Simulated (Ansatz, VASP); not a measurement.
# One calculation of BaTiO3, two programs

```
CELL_PARAMETERS angstrom
2.82767 1.63255 2.31773
-2.82767 1.63255 2.31773
0.00000 -3.26511 2.31773
ATOMIC_POSITIONS crystal
Ba 0.99805 0.99805 0.99805
Ti 0.48636 0.48636 0.48636
O 0.51010 0.51010 0.01669
O 0.01669 0.51010 0.51010
O 0.51010 0.01669 0.51010
```

Alike in both runs: functional PBE; k mesh 8 × 8 × 8; occupations fermi-dirac, width 0.02 eV; no spin polarisation.

Ansatz relaxed the structure, and its values are those at the end. VASP's run is a single point on that final structure, the one shown.

|  | VASP | Ansatz |
| --- | --- | --- |
| version | VASP 6.6.1 | Ansatz 0.2.0 |
| potentials or method | VASP PAW PBE potentials, release 64 (Ba_sv, Ti_sv, O) | plane-wave PAW, scalar-relativistic |
| plane-wave cutoff (eV) | 520 | 420 |
| valence electrons in the cell | 40 | 40 |

Ansatz gave:

```
gap on the k mesh at the Fermi level (eV) : 2.36
pressure (GPa)                            : 4.5
rms of the force components (eV/Å)        : 0.003
```

**Question.** What did VASP give for the same quantities?

**Answer.** gap on the k mesh at the Fermi level (eV): 2.31; pressure (GPa): 6.3; rms of the force components (eV/Å): 0.025.

With one functional, cell and mesh, what is left measures potentials, basis and numerics. Ansatz warned: «gradients_without_spin_orbit».

Caveats: spin-orbit coupling is left out, which moves the levels of the heavy elements. A k mesh can miss the band edges.
